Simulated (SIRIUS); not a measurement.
Crystal: CdF2.

```
Cd F
1.0
     0.00000    2.69400    2.69400
     2.69400    0.00000    2.69400
     2.69400    2.69400    0.00000
Cd F
1 2
Direct
  0.00000 0.00000 0.00000
  0.75000 0.75000 0.75000
  0.25000 0.25000 0.25000
```

Base run:

| Item | Value |
| --- | --- |
| Program | SIRIUS 7.12.0 |
| Functional | PBE |
| Potentials or basis | all-electron FP-LAPW |
| Cutoff | 273 eV |
| Basis | apw+lo standard |
| k mesh | 9 × 9 × 9 |
| Occupations | fermi-dirac, width 0.05 eV |
| Spin | no spin polarisation |

Its results: band gap on the k mesh 3.12 eV, indirect (least direct gap 3.59 eV).

Question: The run is repeated on the same cell with these changes: functional from PBE to PBEsol. What comes out?

Answer: Band gap on the k mesh 2.96 eV, indirect (least direct gap 3.42 eV).

Caveats: an odd mesh through Γ misses points on the zone boundary, where band edges often lie (some runs).
